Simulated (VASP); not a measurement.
A run of VASP 6.6.1 is set up as follows.

File INCAR:

```
ALGO = Normal
EDIFF = 1E-6
EDIFFG = -0.01
ENCUT = 600
GGA = PS
IBRION = 2
ISIF = 3
ISMEAR = 0
KPAR = 4
LASPH = True
LCHARG = False
LREAL = False
LWAVE = False
NELM = 80
NSW = 90
PREC = Accurate
SIGMA = 0.03
```

File KPOINTS:

```
k-points
0
Gamma
  8 8 8
```

Contents of POSCAR:

```
KCl
1.0
    0.0000000000      3.1464700000      3.1464700000
    3.1464700000      0.0000000000      3.1464700000
    3.1464700000      3.1464700000      0.0000000000
K Cl
1 1
Direct
    0.0000000000      0.0000000000      0.0000000000
    0.5000000000      0.5000000000      0.5000000000
```

Potentials or basis: VASP PAW PBE potentials, release 64 (K_sv, Cl).

Launch:

```console
$ cat potpaw_PBE.64/K_sv/POTCAR potpaw_PBE.64/Cl/POTCAR > POTCAR
$ mpirun -np 4 vasp_std > vasp.out
```

(1) What does it give for the space group after relaxing (to 0.05 Å)?

(2) Predict the relaxed volume.

(3) What does it give for the band gap on the k mesh?

Answers

(1) Fm-3m (No. 225).

(2) 30.58 Å³/atom.

(3) 5.08 eV, direct.

Caveat: the PAW data sets were made with another functional, which shifts forces and pressure a little.
